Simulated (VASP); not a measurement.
Write the native input for VASP 6.6.1 that does the following.

```
Task                   : band structure
Functional             : LDA
Potentials or basis    : VASP PAW LDA potentials, release 64 (Ga_d, Sb)
Cutoff                 : 450 eV
k mesh                 : 10 × 10 × 10
Occupations            : gaussian, width 0.02 eV
Spin                   : no spin polarisation
Further INCAR settings : ALGO = Fast; EDIFF = 1e-06
```

The structure of GaSb lies in POSCAR:

```
GaSb                                    
1.0
    0.0000000000      3.0667867320      3.0667867320
    3.0667867320      0.0000000000      3.0667867320
    3.0667867320      3.0667867320      0.0000000000
  Ga              Sb            
     1     1
Direct
     0.0000000000000000    0.0000000000000000    0.0000000000000000
     0.2500000000000000    0.2500000000000000    0.2500000000000000
```

The cell is a database's computed one.

The input as run:

INCAR

```
SYSTEM = GaSb
PREC = Accurate ; ENCUT = 450
EDIFF = 1E-6 ; ISMEAR = 0
SIGMA = 0.02 ; LREAL = .False.
LASPH = .True. ; NELM = 120
ALGO = Fast ; ISIF = 2
LWAVE = .False. ; LCHARG = .False.
KPAR = 2
```

KPOINTS

```
regular mesh
0
Gamma
  10 10 10
  0 0 0
```

KPOINTS_OPT

```
path GXWKGLUWLK,UX
15
line-mode
reciprocal
 0.0000000000  0.0000000000  0.0000000000  G
 0.5000000000  0.0000000000  0.5000000000  X

 0.5000000000  0.0000000000  0.5000000000  X
 0.5000000000  0.2500000000  0.7500000000  W

 0.5000000000  0.2500000000  0.7500000000  W
 0.3750000000  0.3750000000  0.7500000000  K

 0.3750000000  0.3750000000  0.7500000000  K
 0.0000000000  0.0000000000  0.0000000000  G

 0.0000000000  0.0000000000  0.0000000000  G
 0.5000000000  0.5000000000  0.5000000000  L

 0.5000000000  0.5000000000  0.5000000000  L
 0.6250000000  0.2500000000  0.6250000000  U

 0.6250000000  0.2500000000  0.6250000000  U
 0.5000000000  0.2500000000  0.7500000000  W

 0.5000000000  0.2500000000  0.7500000000  W
 0.5000000000  0.5000000000  0.5000000000  L

 0.5000000000  0.5000000000  0.5000000000  L
 0.3750000000  0.3750000000  0.7500000000  K

 0.6250000000  0.2500000000  0.6250000000  U
 0.5000000000  0.0000000000  0.5000000000  X
```

Potentials or basis: VASP PAW LDA potentials, release 64 (Ga_d, Sb).

Run with:

```sh
$ cat potpaw_LDA.64/Ga_d/POTCAR potpaw_LDA.64/Sb/POTCAR > POTCAR
$ mpirun -np 2 vasp_std > vasp.out
```

Results of the run:

```yaml
Pressure: -2.0 GPa
Band_gap_along_the_path: none (metal or under the smearing width)
```

Caveat: spin-orbit coupling is left out, which moves the levels of the heavy elements; this crystal is a semiconductor, whose small gap the functional closes, so the metal is an error of the method.

Wall time 33 s on 2 MPI ranks on Intel(R) Xeon(R) Platinum 8488C (Sapphire Rapids), with other jobs on the host, peak memory 0.17 GiB a rank.
